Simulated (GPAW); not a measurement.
Input of a GPAW 26.7.0 run:

File run.py:

```python
from ase import Atoms
from ase.dft.bandgap import bandgap
from ase.io import write
from ase.units import GPa
from gpaw import GPAW, PW

atoms = Atoms(['Pb'],
              cell=[[0.0, 2.47502, 2.47502],
                    [2.47502, 0.0, 2.47502],
                    [2.47502, 2.47502, 0.0]],
              scaled_positions=[[0.0, 0.0, 0.0]],
              pbc=True)

calc = GPAW(mode=PW(600),
            xc='PBE',
            kpts={'size': (9, 9, 9), 'gamma': True},
            occupations={'name': 'methfessel-paxton', 'order': 0, 'width': 0.05},
            nbands=14,
            convergence={'density': 1e-05, 'energy': 1e-05},
            maxiter=150,
            txt='gpaw.txt')
atoms.calc = calc
energy = atoms.get_potential_energy()
forces = atoms.get_forces()
stress = atoms.get_stress()
calc.write('gs.gpw')
write('result.traj', atoms)
print(f'Energy: {energy:.6f} eV')
print('Forces (eV/A):')
print(forces.round(4))
print('Stress (GPa):', (stress / GPa).round(3))
print('Fermi level:', round(calc.get_fermi_level(), 4), 'eV')
print(f'Gap: {bandgap(calc)[0]:.4f} eV, direct: {bandgap(calc, direct=True)[0]:.4f} eV')
```

Potentials or basis: GPAW PAW data sets (gpaw-data 1.2.1), pw.

Launch:

```sh
$ OMP_NUM_THREADS=1 python run.py
```

(1) Predict the pressure.

(2) What does it give for the band gap on the k mesh?

## Answers

(1) 2.0 GPa.

(2) none (metal or under the smearing width).
